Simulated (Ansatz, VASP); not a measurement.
## Two plane-wave programs on Al

The input INCAR:

```
SYSTEM = Al
ALGO     = Normal         ! electronic algorithm
EDIFF    = 1E-6           ! SCF threshold, eV
ENCUT    = 520            ! plane-wave cutoff, eV
GGA      = CA             ! functional
ISIF     = 2              ! what is computed and relaxed
ISMEAR   = -1             ! smearing method
LASPH    = .True.         ! aspherical terms in the spheres
LCHARG   = .True.         ! write CHGCAR
LELF     = .True.         ! ELF
LREAL    = .False.        ! projectors in reciprocal space
LVHAR    = .True.       
LWAVE    = .False.        ! write WAVECAR
NBANDS   = 14             ! bands
NELM     = 60             ! most SCF steps
PREC     = Accurate       ! precision mode
SIGMA    = 0.15           ! smearing width, eV
```

The input KPOINTS:

```
k-points
0
Gamma
  9 9 3
  0 0 0
```

The input POSCAR:

```
Al
1.0
    2.8081027572      0.0000000000      0.0000000000
   -1.4040518752      2.4318888203      0.0000000000
    0.0000000000      0.0000000000      9.1243401826
Al
4
Direct
    0.0000000000      0.0000000000      0.0000000000
    0.3333333333      0.6666666667      0.2500000000
    0.0000000000      0.0000000000      0.5000000000
    0.6666666667      0.3333333333      0.7500000000
```

Input for Ansatz:

```yaml
crystal:
  lattice:
    - [2.808102757154098, 0.0, 0.0]
    - [-1.4040518752212432, 2.4318888203251197, 0.0]
    - [0.0, 0.0, 9.124340182633244]
  atoms:
    - { symbol: Al, position: [0.0, 0.0, 0.0] }
    - { symbol: Al, position: [0.3333333333333333, 0.6666666666666666, 0.25] }
    - { symbol: Al, position: [0.0, 0.0, 0.5] }
    - { symbol: Al, position: [0.6666666666666666, 0.3333333333333333, 0.75] }
basis:
  ecutwfc: 510.0
kpoints:
  mp_grid:
    grid: [9, 9, 3]
hamiltonian:
  xc: lda
scf:
  occupations:
    method: fermi_dirac
    width: 0.15
output:
  stress: true
```

This isn't the form of Al at room conditions, which is fcc.

Alike in both runs: task single point; functional LDA; k mesh 9 × 9 × 3; occupations fermi-dirac, width 0.15 eV; no spin polarisation.

```csv
,VASP,Ansatz
version,VASP 6.6.1,Ansatz 0.2.0
potentials or method,"VASP PAW LDA potentials, release 64 (Al)","plane waves, PAW"
plane-wave cutoff (eV),520,510
valence electrons in the cell,12,12
```

VASP gave:

| Item | Value |
| --- | --- |
| pressure (GPa) | 1.6 |
| largest component of the traceless stress (GPa) | 1.45 |

Q: Which values does Ansatz return?

A: Pressure (GPa): 1.5; largest component of the traceless stress (GPa): 1.44.
